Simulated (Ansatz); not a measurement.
The reference is ZrO2 (space group P2_1/c, No. 14).

```xyz
12
Lattice="5.1899 0.0000 0.0000 0.0000 5.2419 0.0000 -0.9047 0.0000 5.3018" Properties=species:S:1:pos:R:3 pbc="T T T"
Zr     1.2412     0.2295     1.1135
Zr     3.4964     2.8505     1.5374
Zr     3.0440     5.0123     4.1883
Zr     0.7888     2.3914     3.7644
O      0.0205     1.7104     1.8559
O      4.7170     4.3314     0.7950
O      4.2647     3.5315     3.4460
O     -0.4318     0.9105     4.5068
O      1.9104     3.9667     2.5211
O      2.8271     1.3458     0.1298
O      2.3748     1.2751     2.7807
O      1.4581     3.8961     5.1720
```

Cartesian axes are those of the cell as printed.

Computed with PBE/PAW in Ansatz (a first-principles code), no spin-orbit coupling.

For the base:

The band gap is 3.65 eV, the pressure is 0.00 GPa and the shortest interatomic distance comes out as 2.058 Å. The gap character comes out as indirect, Γ → Y₂.

The change: uniaxial strain ε_yy = +5.80 %, all other strain components held at zero, atoms relaxed at fixed cell.

**Question.** Estimate the effect on the band gap.

**Answer.** The band gap shrinks by 0.03 eV to 3.62 eV.

**Question.** What does the calculation give for the pressure after the change?

**Answer.** The pressure (mean of the normal stresses, compression positive) goes from zero to -8.83 GPa.

**Question.** Estimate the effect on the shortest interatomic distance.

**Answer.** The shortest interatomic distance goes up by 0.028 Å (2.058 Å → 2.086 Å).

**Question.** What does the calculation give for the gap character after the change?

**Answer.** The gap character remains indirect, Γ → Y₂.

**Question.** Predict the new largest internal atomic displacement.

**Answer.** The largest internal atomic displacement comes out as 0.088 Å.

No phonon test of stability was made.
